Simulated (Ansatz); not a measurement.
# How the functional changes ZrO2 (fluorite start)

The compound was started in one structure type and brought to zero pressure at each level (plane-wave PAW code Ansatz, Gaussian smearing of 0.05 eV, scalar-relativistic unless SOC, spin–orbit coupling, is named).

Whether the compound forms in this structure isn't claimed.

The cell at PBEsol (neighbours within 15 % of each site's shortest distance, so a longer bond may be listed from one end only): It takes space group Fm-3m (No. 225, cubic). The conventional cell has a = 5.064 Å, b = 5.064 Å, c = 5.064 Å, α = 90.00°, β = 90.00°, γ = 90.00°. Around Zr (site symmetry m-3m) lie 8 O at 2.19 Å. O (site symmetry -43m) is surrounded by 4 Zr at 2.19 Å.

| level | cutoff (eV) | k-mesh | final group | a (Å) | V (Å³/atom) | gap (eV) | B0 (GPa) | E_f (eV/atom) |
| --- | --- | --- | --- | --- | --- | --- | --- | --- |
| PBEsol | 420 | 10×10×10 | Fm-3m | 5.064 | 10.82 | 3.33 | 255 | -3.48 |
| r²SCAN | 500 | 8×8×8 | Fm-3m | 5.089 | 10.99 | 3.89 | 257 | -3.69 |

Q: Estimate the row for PBE (420 eV, 12×12×12 mesh).

A: final group Fm-3m, a (Å) 5.116, V (Å³/atom) 11.16, gap (eV) 3.32, B0 (GPa) 236, E_f (eV/atom) -3.35.

Volumes against PBE: PBEsol −3.0 %, r²SCAN −1.5 %. PBEsol < PBE is the usual order of volumes: a stronger gradient correction lowers the energy of inhomogeneous, expanded densities and so lengthens the bonds (here 1.0 % in length from PBEsol to PBE, a third of the change in volume). Of these two, the larger cell is the softer: stretching the PBEsol crystal to the PBE volume along its own (Murnaghan) curve would take its modulus to B0 (V0/V)^B0′ = 255 × (10.82/11.16)^4.6 = 221 GPa, against 236 GPa found, so volume alone would soften it more than is found. r²SCAN widens the gap by 0.57 eV over PBE, as meta-GGAs in the generalised Kohn–Sham scheme often do. The formation energy spans 0.34 eV/atom over the functionals (r²SCAN lowest, PBE highest); the spread holds the functional's effect on the elements as well as on the compound.

All functionals run on datasets generated with PBE. Gaps are (generalised) Kohn–Sham gaps. E_f is the formation energy from the elements run alike, at 0 K, without zero-point energy or any correction for the binding of gas molecules; it is good to about 0.01 eV/atom as a calculation.

All runs used the PAW datasets of the set soft_2.
